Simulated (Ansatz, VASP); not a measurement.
One calculation of Li, two programs

The input INCAR:

```
ALGO = Normal ; EDIFF = 1E-6
ENCUT = 520 ; GGA = PE
GGA_COMPAT = False ; ISIF = 2
ISMEAR = 0 ; LASPH = True
LCHARG = True ; LORBIT = 11
LORBMOM = True ; LREAL = False
LSORBIT = True ; LVHAR = True
LWAVE = False ; MAGMOM = 0 0 0
NBANDS = 14 ; NELM = 150
PREC = Accurate ; SIGMA = 0.05
```

The input KPOINTS:

```
k-points
0
Gamma
  18 18 18
```

File POSCAR:

```
Li
1.0
   -1.7180705895      1.7180705895      1.7180705895
    1.7180705895     -1.7180705895      1.7180705895
    1.7180705895      1.7180705895     -1.7180705895
Li
1
Direct
    0.0000000000      0.0000000000      0.0000000000
```

Input for Ansatz:

```yaml
crystal:
  lattice:
    - [-1.7180705895, 1.7180705895, 1.7180705895]
    - [1.7180705895, -1.7180705895, 1.7180705895]
    - [1.7180705895, 1.7180705895, -1.7180705895]
  atoms:
    - { symbol: Li, position: [0.0, 0.0, 0.0] }
basis:
  ecutwfc: 600
  ecutrho_ratio: 5
kpoints:
  mp_grid: { grid: [18, 18, 18] }
hamiltonian:
  xc: pbe
scf:
  occupations: { method: gaussian, width: 0.05 }
output:
  forces: true
  stress: true
  eigenvalues: true
  populations: true
magnetization:
  noncollinear: true
  spin_orbit: true
```

Alike in both runs: task single point; functional PBE; k mesh 18 × 18 × 18; occupations gaussian, width 0.05 eV; non-collinear spin, spin-orbit coupling.

```csv
,VASP,Ansatz
version,VASP 6.6.1,Ansatz 0.2.0
potentials or method,"VASP PAW PBE potentials, release 64 (Li_sv)","plane waves, PAW"
plane-wave cutoff (eV),520,600
valence electrons in the cell,3,3
```

```tsv
	VASP	Ansatz	Ansatz less VASP
gap on the k mesh at the Fermi level (eV)	none	none	-
net moment per atom (μB)	0.00	0.00	0.000
```

A gap of «none» marks a metal or a gap that the smearing closes. With one functional, cell and mesh, what is left measures potentials, basis and numerics.
